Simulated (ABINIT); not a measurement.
TiO2:

```xyz
12
Lattice="6.1536 -1.8835 0.0000 6.1536 1.8835 0.0000 -1.9283 0.0000 6.3290" Properties=species:S:1:pos:R:3 pbc="T T T"
Ti   10.5189    0.0000    1.8329
Ti    1.8562    0.0000    1.7959
Ti   -0.1400    0.0000    4.4961
Ti    8.5226    0.0000    4.5330
O     3.8886    0.0000    1.8569
O     1.9846    0.0000    4.1297
O     8.7534    0.0000    6.2992
O     8.3943    0.0000    2.1993
O    10.3741    0.0000    3.9874
O     1.6255    0.0000    0.0298
O     6.4903    0.0000    4.4721
O     0.0047    0.0000    2.3416
```

The cell comes from a database or a generator and needn't be the stable form of this composition.

Base run:

| Item | Value |
| --- | --- |
| Program | ABINIT 10.8.3 (patched build) |
| Functional | PBE |
| Potentials or basis | JTH PAW PBE v2.0 |
| Cutoff | 626 eV |
| k mesh | 8 × 8 × 4 |
| Occupations | fermi-dirac, width 0.05 eV |
| Spin | no spin polarisation |

Its results: band gap on the k mesh 2.74 eV, indirect (least direct gap 2.91 eV); pressure -0.9 GPa; largest force 0.136 eV/Å.

The run is repeated on the same cell with these changes: functional from PBE to PBEsol; k mesh from 8 × 8 × 4 to 5 × 5 × 2. What comes out?

Band gap on the k mesh 2.71 eV, indirect (least direct gap 2.89 eV); pressure -6.1 GPa; largest force 0.137 eV/Å.

Several settings changed at once, so the effect can't be laid on one alone.

Caveats: some runs use coarse meshes; the atomic spheres overlap; the PAW data sets were made with another functional, which shifts forces and pressure a little (some runs).
